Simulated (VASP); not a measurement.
A run of VASP 6.6.1:

Contents of POSCAR:

```
HfN
1.0
    3.4332100000      0.0000000000      0.0000000000
   -1.7166000000      2.9732400000      0.0000000000
    0.0000000000      0.0000000000      3.9698200000
Hf N
1 1
Direct
    0.0000000000      0.0000000000      0.5000000000
    0.0000000000      0.0000000000      0.0000000000
```

The input INCAR.step1:

```
SYSTEM = HfN
ALGO     = Normal         ! electronic algorithm
EDIFF    = 1E-5           ! SCF threshold, eV
ENCUT    = 520            ! plane-wave cutoff, eV
GGA      = PE             ! functional
ISIF     = 2              ! what is computed and relaxed
ISMEAR   = -1             ! smearing method
LASPH    = .TRUE.         ! aspherical terms in the spheres
LCHARG   = .FALSE.        ! write CHGCAR
LREAL    = .FALSE.        ! projectors in reciprocal space
LWAVE    = .TRUE.         ! write WAVECAR
NBANDS   = 14             ! bands
NELM     = 100            ! most SCF steps
PREC     = Accurate       ! precision mode
SIGMA    = 0.05           ! smearing width, eV
```

File INCAR.step2:

```
SYSTEM = HfN
AEXX     = 0.2            ! exact-exchange fraction
ALGO     = Normal         ! electronic algorithm
EDIFF    = 1E-6           ! SCF threshold, eV
ENCUT    = 520            ! plane-wave cutoff, eV
GGA      = PE             ! functional
HFSCREEN = 0.2            ! screening, 1/A
ISIF     = 2              ! what is computed and relaxed
ISMEAR   = -1             ! smearing method
ISTART   = 1            
LASPH    = .TRUE.         ! aspherical terms in the spheres
LCHARG   = .FALSE.        ! write CHGCAR
LHFCALC  = .TRUE.         ! exact exchange
LREAL    = .FALSE.        ! projectors in reciprocal space
LWAVE    = .FALSE.        ! write WAVECAR
NBANDS   = 14             ! bands
NELM     = 100            ! most SCF steps
PREC     = Accurate       ! precision mode
PRECFOCK = Fast         
SIGMA    = 0.05           ! smearing width, eV
```

Contents of KPOINTS:

```
k-points
0
G
  5 5 4
  0 0 0
```

Potentials or basis: VASP PAW PBE potentials, release 64 (Hf_pv, N).

The run is started by

```console
$ cat potpaw_PBE.64/Hf_pv/POTCAR potpaw_PBE.64/N/POTCAR > POTCAR
$ cp INCAR.step1 INCAR
$ mpirun -np 1 vasp_std > vasp.out
$ cp INCAR.step2 INCAR
$ mpirun -np 1 vasp_std > vasp.out
```

Hardware: 1 thread of Intel(R) Xeon(R) 6975P-C (Granite Rapids) (shared host).

Problem. How long does it take, and how much memory?

Solution. Run time: 2.9 min on 1 thread of Intel(R) Xeon(R) 6975P-C (Granite Rapids), with other jobs on the host, peak memory 0.26 GiB. Counts: scf iterations 13, k points 15.
